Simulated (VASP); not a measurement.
Wanted: the native input for a VASP 6.6.1 run.

* Task: electrostatic potential
* Functional: PBEsol
* Potentials or basis: VASP PAW PBE potentials, release 64 (Au)
* Cutoff: 520 eV
* k mesh: 18 × 18 × 18
* Occupations: methfessel-paxton, width 0.1 eV
* Spin: no spin polarisation
* Further INCAR settings: ALGO = Fast; EDIFF = 1e-06

The structure of Au lies in POSCAR:

```
Au                                      
1.0
    0.0000000000      2.0411485469      2.0411485469
    2.0411485469     -0.0000000000      2.0411485469
    2.0411485469      2.0411485469     -0.0000000000
  Au            
     1
Direct
     0.0000000000000000    0.0000000000000000    0.0000000000000000
```

The cell was built by a generator and needn't be a form met in nature.

The input as run:

INCAR

```
SYSTEM = Au
PREC = Accurate ; ENCUT = 520
EDIFF = 1E-6 ; ISMEAR = 1
SIGMA = 0.1 ; LREAL = .False.
LASPH = .True. ; NELM = 80
ALGO = Fast ; ISIF = 2
LWAVE = .False. ; LCHARG = .True.
GGA = PS ; LVHAR = .True.
```

KPOINTS

```
Automatic mesh
0
Gamma
  18 18 18
  0 0 0
```

Potentials or basis: VASP PAW PBE potentials, release 64 (Au).

Command:

```bash
$ cat potpaw_PBE.64/Au/POTCAR > POTCAR
$ mpirun -np 1 vasp_std > vasp.out
```

It gave:

The pressure is 0.0 GPa and the band gap on the k mesh is none (metal or under the smearing width).

Caveat: the PAW data sets were made with another functional, which shifts forces and pressure a little.

It took 19 s on 1 thread of Intel(R) Xeon(R) Platinum 8488C (Sapphire Rapids) (shared host), peak memory 0.16 GiB.
